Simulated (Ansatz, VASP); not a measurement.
# Two plane-wave programs on Br

The input INCAR:

```
PREC = Accurate ; ENCUT = 600
EDIFF = 1E-7 ; ISMEAR = -1
SIGMA = 0.05 ; LREAL = False
LASPH = True ; NELM = 100
ALGO = Normal ; ISIF = 3
LWAVE = False ; LCHARG = False
GGA = PE ; IBRION = 2
NSW = 60 ; EDIFFG = -0.005
```

KPOINTS

```
Automatic mesh
0
Gamma
  14 14 14
```

File POSCAR:

```
Br
1.0
    0.0000000000      2.3811015780      2.3811015780
    2.3811015780      0.0000000000      2.3811015780
    2.3811015780      2.3811015780      0.0000000000
Br
1
Direct
    0.0000000000      0.0000000000      0.0000000000
```

Input for Ansatz:

```yaml
crystal:
  lattice:
    - [0.0, 2.381101578, 2.381101578]
    - [2.381101578, 0.0, 2.381101578]
    - [2.381101578, 2.381101578, 0.0]
  atoms:
    - { symbol: Br, position: [0.0, 0.0, 0.0] }
kpoints:
  mp_grid: { grid: [14, 14, 14] }
scf:
  occupations: { method: fermi_dirac, width: 0.05 }
hamiltonian:
  xc: pbe
  pseudopotentials: { kind: paw }
output:
  forces: true
  stress: true
relax:
  f_tol: 0.005
  max_steps: 40
  cell: {}
```

Alike in both runs: task relaxation of cell and atoms; functional PBE; k mesh 14 × 14 × 14; occupations fermi-dirac, width 0.05 eV; no spin polarisation.

|  | VASP | Ansatz |
| --- | --- | --- |
| version | VASP 6.6.1 | Ansatz 0.2.0 |
| potentials or method | VASP PAW PBE potentials, release 64 (Br) | PAW with Ansatz's default frozen-core files, scalar-relativistic |
| plane-wave cutoff (eV) | 600 | 420 |
| valence electrons in the cell | 7 | 7 |

```tsv
	VASP	Ansatz	Ansatz less VASP
relaxed volume (Å³/atom)	26.39	26.36	-0.024
relaxed cell length with the largest relative difference (Å)	3.342	3.341	-0.0010
energy change over the relaxation (meV/atom)	-1	-1	0.0
```

Caveats: an odd number of electrons without spin polarisation forces a metal; a magnetic or distorted state may lie lower.
